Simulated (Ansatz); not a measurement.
Here is an Ansatz 0.2.0 calculation.

input.yaml

```yaml
crystal:
  lattice:
    - [2.7058, 0.0, 0.0]
    - [-1.3529, 2.3432915376, 0.0]
    - [0.0, 0.0, 4.2819]
  atoms:
    - { symbol: Ru, position: [0.6666666667, 0.3333333333, 0.75] }
    - { symbol: Ru, position: [0.3333333333, 0.6666666667, 0.25] }
hamiltonian:
  xc: pbe
  pseudopotentials: { kind: paw }
kpoints:
  mp_grid: { grid: [11, 11, 6] }
scf:
  occupations: { method: gaussian, width: 0.012 }
output:
  forces: true
  stress: true
  eigenvalues: true
  write_density: true
  write_potential: true
  elf: true
  volumetric_format: npy
```

Potentials or basis: Ansatz PAW.

Command:

```sh
$ ansatz run input.yaml --threads 2 --pin off --max-ram 5632MiB --backend cpu --events-out ev --progress --plain --runs-dir out
```

(1) Estimate the pressure.

(2) Estimate the band gap on the k mesh.

## Answers

(1) 4.5 GPa.

(2) none (metal or under the smearing width).
